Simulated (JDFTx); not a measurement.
The system is AlNi.

```
CELL_PARAMETERS angstrom
2.88100 0.00000 0.00000
0.00000 2.88100 0.00000
0.00000 0.00000 2.88100
ATOMIC_POSITIONS crystal
Ni 0.50000 0.50000 0.50000
Al 0.00000 0.00000 0.00000
```

| Quantity | Value |
| --- | --- |
| Program | JDFTx 1.7.0 (patched build) |
| Task | relaxation of cell and atoms |
| Functional | AM05 |
| Potentials or basis | PseudoDojo-SR-PBE-0.5-standard with smoothed tails |
| Cutoff | 1333 eV |
| Density cutoff | 10667 eV |
| k mesh | 4 × 4 × 4 |
| Occupations | fermi-dirac, width 0.05 eV |
| Spin | collinear spin, ferromagnetic start |
| Starting moments | [1.0, 0.0] μB |

At the start: pressure -4.6 GPa; volume 11.96 Å³/atom.

Question: How do energy, volume and symmetry change on relaxing?

Answer: Over 5 steps the energy falls by 4.8 meV/atom and the volume is 11.63 Å³/atom (-2.7 %); space group Pm-3m (No. 221, to 0.05 Å); moment 0.00 μB per cell.

Step by step:
```csv
step,energy change (eV),largest force (eV/Å),pressure (GPa),volume (Å³)
1,0.0000,0.0000,-4.63,23.91
2,-0.0046,0.0000,-3.38,23.73
3,-0.0096,0.0000,-0.04,23.27
4,-0.0096,0.0000,0.01,23.26
5,-0.0096,0.0000,0.00,23.26
```

Final structure:
```
Ni Al
1.0
     2.85466    0.00000    0.00000
     0.00000    2.85466    0.00000
     0.00000    0.00000    2.85466
Ni Al
1 1
Cartesian
  1.4273 1.4273 1.4273
  0.0000 0.0000 0.0000
```

Caveat: the k mesh is coarse (spacing up to 0.55 Å⁻¹), so the values aren't converged; the potentials were made for another functional, which shifts forces and pressure.
